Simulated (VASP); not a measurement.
# Cs (C2/m) in VASP: further runs

Runs on Cs. Level: PBEsol. Tasks: single point.

All numbers are computed with VASP 6.6.1; they aren't measurements. Logs are shortened: lines on timing, memory, paths and dates and some standing lists are left out, and cuts for length are marked.

## (1) Starting point

Symmetry: C2/m, No. 12, monoclinic system. Conventional cell: a = 6.038 Å, b = 8.676 Å, c = 5.110 Å, α = 90.00°, β = 120.26°, γ = 90.00°.

This isn't the form of Cs at room conditions, which is bcc.

## (2) Single point, PBEsol

The input, INCAR:

```
ADDGRID = False
ALGO = Normal
EDIFF = 0.01
ENCUT = 400
GGA = PS
ISIF = 2
ISMEAR = 1
LASPH = True
LCHARG = False
LREAL = False
LWAVE = False
NELM = 100
PREC = Accurate
SIGMA = 0.1
```

The input, KPOINTS:

```
k-points
0
Gamma
  8 8 8
```

The input, POSCAR:

```
Cs
1.0
    3.0190110000     -4.3381320000      0.0000000000
    3.0190110000      4.3381320000      0.0000000000
   -2.5749360000      0.0000000000      4.4138870000
Cs
1
Direct
    0.0000000000      0.0000000000      0.5000000000
```

Potentials or basis: VASP PAW PBE potentials, release 64 (Cs_sv).

Run with:

```console
> cat potpaw_PBE.64/Cs_sv/POTCAR > POTCAR
> mpirun -np 1 vasp_std > vasp.out
```

OUTCAR:

```text
EDIFF = 0.01
   ENCUT = 400
   GGA = PS
   ISIF = 2
   ISMEAR = 1
   LASPH = True
   LREAL = False
   NELM = 100
   PREC = Accurate

 Found    150 irreducible k-points:

 Following reciprocal coordinates:
            Coordinates               Weight
  0.000000  0.000000  0.000000      1.000000
  0.125000  0.000000 -0.000000      4.000000
  0.250000  0.000000 -0.000000      4.000000
  0.375000  0.000000 -0.000000      4.000000
  0.500000  0.000000 -0.000000      2.000000
  0.125000  0.125000 -0.000000      2.000000
   k-points           NKPTS =    150   k-points in BZ     NKDIM =    150   number of bands    NBANDS=      8
   number of dos      NEDOS =    301   number of ions     NIONS =      1
   total plane-waves  NPLWV =  46656
   dimension x,y,z NGX =    36 NGY =   36 NGZ =   36
   dimension x,y,z NGXF=    72 NGYF=   72 NGZF=   72
   ions per type =               1
   NGX,Y,Z   is equivalent  to a cutoff of  11.32, 11.32, 11.71 a.u.
   NGXF,Y,Z  is equivalent  to a cutoff of  22.65, 22.65, 23.42 a.u.
 SYSTEM =  unknown system
   PREC   = accura    normal or accurate (medium, high low for compatibility)
   ISTART =      0    job   : 0-new  1-cont  2-samecut
   ICHARG =      2    charge: 1-file 2-atom 10-const
   ISPIN  =      1    spin polarized calculation?
   LNONCOLLINEAR =      F non collinear calculations
   LSORBIT =      F    spin-orbit coupling
   LASPH  =      T    aspherical Exc in radial PAW
   ENCUT  =  400.0 eV  29.40 Ry    5.42 a.u.   8.62  8.62  8.33*2*pi/ulx,y,z
   NELM   =    100;   NELMIN=  2; NELMDL= -5     # of ELM steps
   EDIFF  = 0.1E-01   stopping-criterion for ELM
   LREAL  =      F    real-space projection
   EDIFFG = 0.1E+00   stopping-criterion for IOM
   NSW    =      0    number of steps for IOM
   IBRION =     -1    ionic relax: 0-MD 1-quasi-New 2-CG
   NFREE  =      0    steps in history (QN), initial steepest desc. (CG)
   ISIF   =      2    stress and relaxation
   ISYM   =      2    0-nonsym 1-usesym 2-fastsym
   POTIM  = 0.5000    time-step for ionic-motion
   TEBEG  =    0.0;   TEEND  =   0.0 temperature during run
   PSTRESS=    0.0 pullay stress
   NELECT =       9.0000    total number of electrons
   NUPDOWN=      -1.0000    fix difference up-down
   EMIN   =  10.00;   EMAX   =-10.00  energy-range for DOS
   EFERMI =   0.00;   METHOD = LEGACY
   ISMEAR =     1;   SIGMA  =   0.10  broadening in eV -4-tet -1-fermi 0-gaus
   EFERMI_NEDOS =   21; number of points for ismear=-14 and -15
   IALGO  =     38    algorithm
   IMIX   =      4    mixing-type and parameters
     AMIX     =   0.40;   BMIX     =  1.00
     AMIX_MAG =   1.60;   BMIX_MAG =  1.00
  volume/ion in A,a.u.               =     115.62       780.22
  Fermi-wavevector in a.u.,A,eV,Ry     =   0.699009  1.320936  6.647992  0.488614
  Thomas-Fermi vector in A             =   1.782770
   LORBIT       =      0    0 simple, 1 ext, 2 COOP (PROOUT), +10 PAW based schemes
   GGA     = PS    functional components
   LHFCALC =     F    Hartree Fock is set to
   AEXX    =    0.0000 exact exchange contribution
   IVDW    =     0    specifies the selected vdW correction
   LEPSILON=     F    determine dielectric tensor
   LRPA    =     F    only Hartree local field effects (RPA)
 non-spin polarized calculation
 Methfessel and Paxton  Order N= 1 SIGMA  =   0.10
  energy-cutoff  :      400.00
  volume of cell :      115.62
 maximum number of plane-waves:      2123
 NGX is ok and might be reduce to    36
   NGX = 17   NGY = 17   NGZ = 17

 number of electron       8.9999999 magnetization

 Free energy of the ion-electron system (eV)
  ---------------------------------------------------
  ext. energy  EPLUGINS =         0.00000000
  ---------------------------------------------------
  free energy    TOTEN  =        -0.93179079 eV

  energy without entropy =       -0.93150172  energy(sigma->0) =       -0.93169444

 E-fermi :   0.4003     XC(G=0):  -5.4377

 val. band max:        0.3838467722   @ k =   0.0000   0.0000   0.5000
 cond. band min:       0.4053251083   @ k =   0.5000   0.3750  -0.0000
 fundamental gap:      0.0214783361
 Fermi energy:         0.4002540864

 k-point     1 :       0.0000    0.0000    0.0000
  band No.  band energies     occupation
      1     -23.4139      2.00000
      2     -10.1523      2.00000
      3     -10.1425      2.00000
      4     -10.1329      2.00000
      5      -1.2940      2.00000
      6       2.6385      0.00000
      7       2.7946      0.00000
      8       3.0938      0.00000

 k-point     2 :       0.1250    0.0000   -0.0000
  band No.  band energies     occupation
      1     -23.4131      2.00000
      2     -10.1680      2.00000
      3     -10.1494      2.00000
      4     -10.1342      2.00000
      5      -1.1334      2.00000
      6       2.5168      0.00000
      7       2.5879      0.00000
      8       3.1756      0.00000

 k-point     3 :       0.2500    0.0000   -0.0000
  band No.  band energies     occupation
      1     -23.4112      2.00000
      2     -10.2120      2.00000
      3     -10.1606      2.00000
      4     -10.1358      2.00000
      5      -0.6865      2.00000
      6       2.0131     -0.00000
      7       2.2776     -0.00000
      8       3.5971      0.00000

 k-point     4 :       0.3750    0.0000   -0.0000
  band No.  band energies     occupation
      1     -23.4093      2.00000
      2     -10.2558      2.00000
      3     -10.1712      2.00000
      4     -10.1370      2.00000
      5      -0.0720      2.00000
      6       1.4703     -0.00000
      7       2.0620     -0.00000
      8       3.8957      0.00000

 k-point     5 :       0.5000    0.0000   -0.0000
  band No.  band energies     occupation
      1     -23.4086      2.00000
      2     -10.2737      2.00000
      3     -10.1756      2.00000
      4     -10.1375      2.00000
      5       0.3447      1.79814
      6       1.1406     -0.00000
      7       1.9815     -0.00000
      8       3.7824      0.00000

 k-point     6 :       0.1250    0.1250   -0.0000
  band No.  band energies     occupation
      1     -23.4119      2.00000
      2     -10.1909      2.00000
      3     -10.1599      2.00000
      4     -10.1381      2.00000
      5      -0.8371      2.00000
      6       2.2062     -0.00000
      7       2.2902     -0.00000
      8       3.4673      0.00000

 [... further k-points ...]
[... 5 lines left out ...]
  --------------------------------------------------------------------------------------
  -------------------------------------------------------------------------------------
  Total       -0.4095295     -0.4060888     -0.4324771      0.0000000      0.0000000     -0.0357931
  in kB       -5.6751463     -5.6274663     -5.9931485      0.0000000      0.0000000     -0.4960106
  external PRESSURE =      -5.7652537 kB  Pullay stress =       0.0000000 kB

 VOLUME and BASIS-vectors are now :
 -----------------------------------------------------------------------------
  energy-cutoff  :      400.00
  volume of cell :      115.62
      direct lattice vectors                 reciprocal lattice vectors
     3.019011000 -4.338132000  0.000000000     0.165617151 -0.115256982  0.096616330
     3.019011000  4.338132000  0.000000000     0.165617151  0.115256982  0.096616330
    -2.574936000  0.000000000  4.413887000     0.000000000  0.000000000  0.226557680

 POSITION                                       TOTAL-FORCE (eV/Angst)
 -----------------------------------------------------------------------------------
     -1.28747      0.00000      2.20694         0.000000      0.000000      0.000000
 -----------------------------------------------------------------------------------
    total drift:                                0.000000     -0.000000      0.000000

  FREE ENERGIE OF THE ION-ELECTRON SYSTEM (eV)
  ---------------------------------------------------
  free  energy   TOTEN  =        -0.9317907948 eV

  energy  without entropy=       -0.9315017210  energy(sigma->0) =       -0.93169444
```

It took 27 s on 1 thread of Intel Xeon Platinum 8488C (Sapphire Rapids), shared host; peak memory 0.25 GiB.

These settings aren't checked as converged: the numbers below hold their error.

Results:

| Quantity | Value |
| --- | --- |
| Free energy | -0.9318 eV |
| Pressure | -0.6 GPa |
| Band gap on the k mesh | none (metal or under the smearing width) |

Caveat: the PAW data sets were made with another functional, which shifts forces and pressure a little.

## (3) Single point, PBEsol

INCAR is that of step 2.

KPOINTS is that of step 2.

The input, POSCAR:

```
Cs
1.0
    3.0286440000     -4.4025590000     -0.0553060000
    2.9811710000      4.3695220000      0.0984760000
   -2.5313490000      0.0923220000      4.3694900000
Cs
1
Direct
   -0.0054440000      0.0010830000      0.4979030000
```

Potentials or basis: VASP PAW PBE potentials, release 64 (Cs_sv).

Run with:

```console
> cat potpaw_PBE.64/Cs_sv/POTCAR > POTCAR
> mpirun -np 1 vasp_std > vasp.out
```

It took 44 s on 1 thread of Intel Xeon Platinum 8488C (Sapphire Rapids), shared host; peak memory 0.31 GiB.

The run converged, but some of its settings lie outside the range that counts as converged, so its numbers aren't taken as properties of the crystal.

Results:

```
Free energy            : -0.9311 eV
Pressure               : -0.6 GPa
Band gap on the k mesh : none (metal or under the smearing width)
```

Caveat: the PAW data sets were made with another functional, which shifts forces and pressure a little.

## (4) Single point, PBEsol

Edit INCAR of step 3 so:

```diff
@@ -2,3 +2,3 @@
 ALGO = Normal
-EDIFF = 0.01
+EDIFF = 0.001
 ENCUT = 400
```

KPOINTS is that of step 3.

The input, POSCAR:

```
Cs
1.0
    3.0190110000     -4.3381320000      0.0000000000
    3.0190110000      4.3381320000      0.0000000000
   -2.5749360000      0.0000000000      4.4138870000
Cs
1
Direct
    0.0000000000      0.0000000000      0.5000000000
```

Run with:

```console
> cat potpaw_PBE.64/Cs_sv/POTCAR > POTCAR
> mpirun -np 1 vasp_std > vasp.out
```

Wall time 28 s (1 thread of Intel Xeon Platinum 8488C (Sapphire Rapids), shared host); peak memory 0.25 GiB.

These settings aren't checked as converged: the numbers below hold their error.

What came out:

```yaml
Free_energy: -0.9318 eV
Pressure: -0.5 GPa
Band_gap_on_the_k_mesh: none (metal or under the smearing width)
```

Caveat: the PAW data sets were made with another functional, which shifts forces and pressure a little.

## (5) Single point, PBEsol

INCAR is that of step 4.

KPOINTS is that of step 4.

The input, POSCAR:

```
Cs
1.0
    3.0286440000     -4.4025590000     -0.0553060000
    2.9811710000      4.3695220000      0.0984760000
   -2.5313490000      0.0923220000      4.3694900000
Cs
1
Direct
   -0.0054440000      0.0010830000      0.4979030000
```

Potentials or basis: VASP PAW PBE potentials, release 64 (Cs_sv).

Run with:

```console
> cat potpaw_PBE.64/Cs_sv/POTCAR > POTCAR
> mpirun -np 1 vasp_std > vasp.out
```

OUTCAR:

```text
EDIFF = 0.001
   ENCUT = 400
   GGA = PS
   ISIF = 2
   ISMEAR = 1
   LASPH = True
   LREAL = False
   NELM = 100
   PREC = Accurate

 Found    260 irreducible k-points:

 Following reciprocal coordinates:
            Coordinates               Weight
  0.000000  0.000000  0.000000      1.000000
  0.125000 -0.000000 -0.000000      2.000000
  0.250000 -0.000000 -0.000000      2.000000
  0.375000 -0.000000  0.000000      2.000000
  0.500000 -0.000000 -0.000000      1.000000
 -0.000000  0.125000 -0.000000      2.000000
   k-points           NKPTS =    260   k-points in BZ     NKDIM =    260   number of bands    NBANDS=      8
   number of dos      NEDOS =    301   number of ions     NIONS =      1
   total plane-waves  NPLWV =  46656
   dimension x,y,z NGX =    36 NGY =   36 NGZ =   36
   dimension x,y,z NGXF=    72 NGYF=   72 NGZF=   72
   ions per type =               1
   NGX,Y,Z   is equivalent  to a cutoff of  11.20, 11.31, 11.85 a.u.
   NGXF,Y,Z  is equivalent  to a cutoff of  22.40, 22.62, 23.70 a.u.
 SYSTEM =  unknown system
   PREC   = accura    normal or accurate (medium, high low for compatibility)
   ISTART =      0    job   : 0-new  1-cont  2-samecut
   ICHARG =      2    charge: 1-file 2-atom 10-const
   ISPIN  =      1    spin polarized calculation?
   LNONCOLLINEAR =      F non collinear calculations
   LSORBIT =      F    spin-orbit coupling
   LASPH  =      T    aspherical Exc in radial PAW
   ENCUT  =  400.0 eV  29.40 Ry    5.42 a.u.   8.71  8.63  8.24*2*pi/ulx,y,z
   NELM   =    100;   NELMIN=  2; NELMDL= -5     # of ELM steps
   EDIFF  = 0.1E-02   stopping-criterion for ELM
   LREAL  =      F    real-space projection
   EDIFFG = 0.1E-01   stopping-criterion for IOM
   NSW    =      0    number of steps for IOM
   IBRION =     -1    ionic relax: 0-MD 1-quasi-New 2-CG
   NFREE  =      0    steps in history (QN), initial steepest desc. (CG)
   ISIF   =      2    stress and relaxation
   ISYM   =      2    0-nonsym 1-usesym 2-fastsym
   POTIM  = 0.5000    time-step for ionic-motion
   TEBEG  =    0.0;   TEEND  =   0.0 temperature during run
   PSTRESS=    0.0 pullay stress
   NELECT =       9.0000    total number of electrons
   NUPDOWN=      -1.0000    fix difference up-down
   EMIN   =  10.00;   EMAX   =-10.00  energy-range for DOS
   EFERMI =   0.00;   METHOD = LEGACY
   ISMEAR =     1;   SIGMA  =   0.10  broadening in eV -4-tet -1-fermi 0-gaus
   EFERMI_NEDOS =   21; number of points for ismear=-14 and -15
   IALGO  =     38    algorithm
   IMIX   =      4    mixing-type and parameters
     AMIX     =   0.40;   BMIX     =  1.00
     AMIX_MAG =   1.60;   BMIX_MAG =  1.00
  volume/ion in A,a.u.               =     115.62       780.22
  Fermi-wavevector in a.u.,A,eV,Ry     =   0.699009  1.320935  6.647991  0.488614
  Thomas-Fermi vector in A             =   1.782770
   LORBIT       =      0    0 simple, 1 ext, 2 COOP (PROOUT), +10 PAW based schemes
   GGA     = PS    functional components
   LHFCALC =     F    Hartree Fock is set to
   AEXX    =    0.0000 exact exchange contribution
   IVDW    =     0    specifies the selected vdW correction
   LEPSILON=     F    determine dielectric tensor
   LRPA    =     F    only Hartree local field effects (RPA)
 non-spin polarized calculation
 Methfessel and Paxton  Order N= 1 SIGMA  =   0.10
  energy-cutoff  :      400.00
  volume of cell :      115.62
 maximum number of plane-waves:      2122
   NGX = 17   NGY = 17   NGZ = 17

 number of electron       9.0000000 magnetization

 Free energy of the ion-electron system (eV)
  ---------------------------------------------------
  ext. energy  EPLUGINS =         0.00000000
  ---------------------------------------------------
  free energy    TOTEN  =        -0.93107958 eV

  energy without entropy =       -0.93087060  energy(sigma->0) =       -0.93100992

 E-fermi :   0.3933     XC(G=0):  -5.4375

 val. band max:        0.3926699846   @ k =   0.5000   0.3750   0.1250
 cond. band min:       0.3975549543   @ k =   0.5000   0.5000  -0.0000
 fundamental gap:      0.0048849698
 Fermi energy:         0.3932640116

 k-point     1 :       0.0000    0.0000    0.0000
  band No.  band energies     occupation
      1     -23.4155      2.00000
      2     -10.1545      2.00000
      3     -10.1460      2.00000
      4     -10.1303      2.00000
      5      -1.2935      2.00000
      6       2.5893      0.00000
      7       2.8238      0.00000
      8       3.0769      0.00000
[... 45 lines left out ...]
 k-point     6 :      -0.0000    0.1250   -0.0000
  band No.  band energies     occupation
      1     -23.4147      2.00000
      2     -10.1698      2.00000
      3     -10.1529      2.00000
      4     -10.1314      2.00000
      5      -1.1354      2.00000
      6       2.4799      0.00000
      7       2.6012      0.00000
      8       3.1694      0.00000

 [... further k-points ...]
[... 5 lines left out ...]
  --------------------------------------------------------------------------------------
  -------------------------------------------------------------------------------------
  Total       -0.3929783     -0.3922466     -0.4098264      0.0082556     -0.0030681     -0.0500501
  in kB       -5.4457840     -5.4356442     -5.6792606      0.1144039     -0.0425163     -0.6935802
  external PRESSURE =      -5.5202296 kB  Pullay stress =       0.0000000 kB

 VOLUME and BASIS-vectors are now :
 -----------------------------------------------------------------------------
  energy-cutoff  :      400.00
  volume of cell :      115.62
      direct lattice vectors                 reciprocal lattice vectors
     3.028644000 -4.402559000 -0.055306000     0.165058960 -0.114823640  0.098048647
     2.981171000  4.369522000  0.098476000     0.166342001  0.113250823  0.093973007
    -2.531349000  0.092322000  4.369490000    -0.001659677 -0.004005713  0.227982806

 POSITION                                       TOTAL-FORCE (eV/Angst)
 -----------------------------------------------------------------------------------
      1.75502     -4.32789      2.12068         0.000000      0.000000      0.000000
 -----------------------------------------------------------------------------------
    total drift:                               -0.000006     -0.000001     -0.000000

  FREE ENERGIE OF THE ION-ELECTRON SYSTEM (eV)
  ---------------------------------------------------
  free  energy   TOTEN  =        -0.9310795813 eV

  energy  without entropy=       -0.9308706038  energy(sigma->0) =       -0.93100992
```

stdout:

```text
POSCAR found type information on POSCAR Cs
 POSCAR found :  1 types and       1 ions
 scaLAPACK will be used
 -----------------------------------------------------------------------------
|                                                                             |
|                                                                             |
|     You enforced a specific xc type in the INCAR file but a different       |
|     I HOPE YOU KNOW WHAT YOU ARE DOING!                                     |
|                                                                             |
 -----------------------------------------------------------------------------

 LDA part: xc-table for (Slater+PW92), standard interpolation
 POSCAR, INCAR and KPOINTS ok, starting setup
 FFT: planning ... GRIDC
 FFT: planning ... GRID_SOFT
 FFT: planning ... GRID
 WAVECAR not read
 entering main loop
```

It took 33 s on 1 thread of Intel Xeon Platinum 8488C (Sapphire Rapids), shared host; peak memory 0.3 GiB.

The run converged, but some of its settings lie outside the range that counts as converged, so its numbers aren't taken as properties of the crystal.

Results:

- Free energy: -0.9311 eV
- Pressure: -0.6 GPa
- Band gap on the k mesh: none (metal or under the smearing width)

Caveat: the PAW data sets were made with another functional, which shifts forces and pressure a little.

## (6) For comparison

An earlier run on the cell as given: functional PBE; potentials or basis VASP PAW PBE potentials, release 64 (Cs_sv); cutoff 520 eV; k mesh 6 × 6 × 6; occupations fermi-dirac, width 0.05 eV; no spin polarisation.

* Pressure: 0.0 GPa
* Band gap on the k mesh: none (metal or under the smearing width)
